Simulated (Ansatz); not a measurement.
**C3H6O (acetone) at BHLYP/cc-pVDZ**

What is the electronic atomisation energy of C3H6O (acetone) at BHLYP/cc-pVDZ? 

The calculation is run with Ansatz 0.2.0.

48 further runs of the same task are left out: 48 set aside as unsound or not needed.

## (1) The system as given

C3H6O: 10 atoms, total charge 0, spin state singlet. As SMILES, `CC(C)=O`. Geometry: relaxed at PBE0-D4/def2-TZVP.

Bond lengths: C1–C2 1.506 Å, C2–C3 1.506 Å, C2–O4 1.206 Å, C1–H5 1.093 Å, C1–H6 1.094 Å, C1–H7 1.088 Å, C3–H8 1.094 Å, C3–H9 1.088 Å, C3–H10 1.093 Å. Some angles: C1–C2–C3 116.4°, C1–C2–O4 121.8°, C3–C2–O4 121.8°, C2–C1–H5 110.6°, C2–C1–H6 109.7°, C2–C1–H7 110.1°, C2–C3–H8 109.7°, C2–C3–H9 110.1°, C2–C3–H10 110.6°, H5–C1–H6 106.8°.

## (2) A single-point energy at BHLYP/cc-pVDZ

File run.yaml:

```yaml
crystal:
  periodic: [false, false, false]
  atoms:
    - {symbol: C, position_ang: [-0.763500, 0.843700, -0.605500]}
    - {symbol: C, position_ang: [0.498000, 0.046700, -0.400600]}
    - {symbol: C, position_ang: [0.525100, -0.866200, 0.797100]}
    - {symbol: O, position_ang: [1.435000, 0.134800, -1.154100]}
    - {symbol: H, position_ang: [-1.637300, 0.186500, -0.611300]}
    - {symbol: H, position_ang: [-0.898500, 1.540800, 0.227000]}
    - {symbol: H, position_ang: [-0.707800, 1.399400, -1.539600]}
    - {symbol: H, position_ang: [-0.233900, -1.646100, 0.683600]}
    - {symbol: H, position_ang: [1.506700, -1.325600, 0.895800]}
    - {symbol: H, position_ang: [0.276100, -0.314000, 1.707400]}
basis:
  gaussian:
    orbitals: cc-pVDZ
accuracy: high
hamiltonian:
  xc: {name: BHLYP}
output: {orbitals: {seedname: orbitals}}
```

Launch:

```console
$ ansatz run run.yaml --threads 1 --pin off --max-ram 3480MiB --events-out events.jsonl --progress --plain --runs-dir runs
```

What it wrote:

```text
Warning: RAYON_NUM_THREADS=1 ignored (pool sized by the plan → 1); use --threads N
Functional definition: BHLYP
  name "BHLYP"
  parameter a = 0.5
  exchange = (1 - a)*b88_x + a*exact_x
  correlation = lyp_c
2093 factors; integrals over basis functions are off by at most 3.5e-9 eV
mean field evaluation 1: about -5248.4009 eV, gradient 4.7e1 eV
mean field evaluation 2: about -5248.9892 eV, gradient 4.7e1 eV
mean field evaluation 4: about -5253.0988 eV, gradient 1.7e0 eV
mean field evaluation 8: about -5253.1050 eV, gradient 7.7e-2 eV
mean field evaluation 16: about -5253.1051 eV, gradient 4.8e-6 eV
mean field -5253.10505032 eV, -193.0480499169 hartree, gradient 5.4e-8 eV, S^2 0.000000; 0 other end points of the search recorded, 0 dependent functions left out
reference -5253.10507566 eV, -193.0480508478 hartree; 16, 16 occupied and 70, 70 virtual orbitals, 2093 factors
Total energy: -5253.10507566 eV, -193.0480508478 hartree
```

Wall time 6.3 s (1 thread of Arm Neoverse V2, shared host); peak memory 0.27 GiB.

## (3) The C atom

File in.yaml:

```yaml
crystal:
  periodic: [false, false, false]
  atoms:
    - {symbol: C, position_ang: [0.000000, 0.000000, 0.000000]}
basis:
  gaussian:
    orbitals: cc-pVDZ
magnetization:
  spin_polarized: true
  initial_magnetization: 2
hamiltonian:
  xc: {name: BHLYP}
accuracy: high
```

Launch:

```console
$ ansatz run in.yaml --threads 1 --pin off --max-ram 3480MiB --events-out events.jsonl --progress --plain --runs-dir runs
```

What it wrote:

```text
Warning: RAYON_NUM_THREADS=1 ignored (pool sized by the plan → 1); use --threads N
[... 5 set-up lines as earlier in the session ...]
96 factors; integrals over basis functions are off by at most 1.3e-9 eV
mean field evaluation 1: about -1029.6254 eV, gradient 3.4e0 eV
mean field evaluation 2: about -1029.7088 eV, gradient 6.6e-1 eV
mean field evaluation 4: about -1029.7135 eV, gradient 4.1e-2 eV
mean field evaluation 8: about -1029.7135 eV, gradient 9.3e-5 eV
mean field -1029.71352193 eV, -37.8412739659 hartree, gradient 2.0e-8 eV, S^2 2.003274; 0 other end points of the search recorded, 0 dependent functions left out
reference -1029.71353613 eV, -37.8412744877 hartree; 4, 2 occupied and 10, 12 virtual orbitals, 96 factors
Total energy: -1029.71353613 eV, -37.8412744877 hartree
```

Wall time 0.24 s (1 thread of Arm Neoverse V2, shared host).

## (4) The H atom

File run.yaml:

```yaml
crystal:
  periodic: [false, false, false]
  atoms:
    - {symbol: H, position_ang: [0.000000, 0.000000, 0.000000]}
basis:
  gaussian:
    orbitals: cc-pVDZ
magnetization:
  spin_polarized: true
  initial_magnetization: 1
hamiltonian:
  xc: {name: BHLYP}
accuracy: high
```

Run the same way, it converges to -0.49784 Eh (log not shown).

## (5) The O atom, same level

File input.yaml:

```yaml
crystal:
  periodic: [false, false, false]
  atoms:
    - symbol: O
      position_ang: [0.000000, 0.000000, 0.000000]
basis:
  gaussian:
    orbitals: cc-pVDZ
accuracy: high
magnetization:
  spin_polarized: true
  initial_magnetization: 2
hamiltonian:
  xc: {name: BHLYP}
```

Run the same way, it converges to -75.05193 Eh (log not shown).

## (6) Summary of results

At BHLYP/cc-pVDZ:

| quantity | value |
| --- | --- |
| molecule: total energy | -193.04805 Eh |
| molecule: HOMO energy | -8.56 eV |
| molecule: LUMO energy | 1.27 eV |
| molecule: HOMO–LUMO gap | 9.83 eV |
| C atom: total energy | -37.84127 Eh |
| C atom: ⟨S²⟩ | 2.003 |
| H atom: total energy | -0.49784 Eh |
| H atom: ⟨S²⟩ | 0.750 |
| O atom: total energy | -75.05193 Eh |
| O atom: ⟨S²⟩ | 2.002 |
| electronic atomisation energy | 40.416 eV |

In words: Taking the molecule apart into free atoms costs 40.42 eV (3900 kJ/mol), before zero-point energy and without spin-orbit coupling.
